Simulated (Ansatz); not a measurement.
All numbers below come from DFT PBE, scalar-relativistic, plane waves, PAW in Ansatz 0.2.0. Settings: cutoff 420 eV, Γ-centred meshes spaced at most about 0.3 Å⁻¹, and about 0.25 Å⁻¹ or finer for metals (2π included), Gaussian smearing. No spin polarisation.

Temperature and zero-point effects are left out.

Two relaxed structures of Ga4P:

A. Space group I4/mmm (No. 139), tetragonal, a = 5.058 Å, c = 7.757 Å. Ga on a site of symmetry 4mm is surrounded by 1 P at 2.48 Å and 5 Ga at 2.80–2.89 Å; Ga on a site of symmetry mmm has 2 P at 2.53 Å and 4 Ga at 2.89 Å; P is surrounded by 6 Ga at 2.48–2.53 Å.

B. Space group Im-3m (No. 229), cubic, a = 5.952 Å. Ga is surrounded by 2 P at 2.58 Å and 6 Ga at 2.98 Å; P has 8 Ga at 2.58 Å.

Problem. Which form is favoured at zero pressure, and by what margin per atom?

Solution. A is lower, by 133 meV/atom. A has space group I4/mmm (No. 139), 19.8 Å³/atom and no gap on its mesh; B has space group Im-3m (No. 229), 21.1 Å³/atom and no gap. Counting Ga atoms around P (those within 1.25 times the shortest such distance or 1.15 times the sum of covalent radii, 1.27 where that leaves under three), A has P 6 and B has P 8. The denser one is the lower, and pressure would at first widen the difference. Even the lower one lies +0.12 eV/atom against the reference forms of the elements (uncorrected), so neither is stable at this level. Both come from invented guesses. The lowest form computed isn't among them: it has space group P4/nbm (No. 125), 19.0 Å³/atom and lies 90 meV/atom below the best shown.

Cells relaxed within their symmetry can be saddle points. Some types were kept out of the candidates beforehand, so the set may lack a known form.
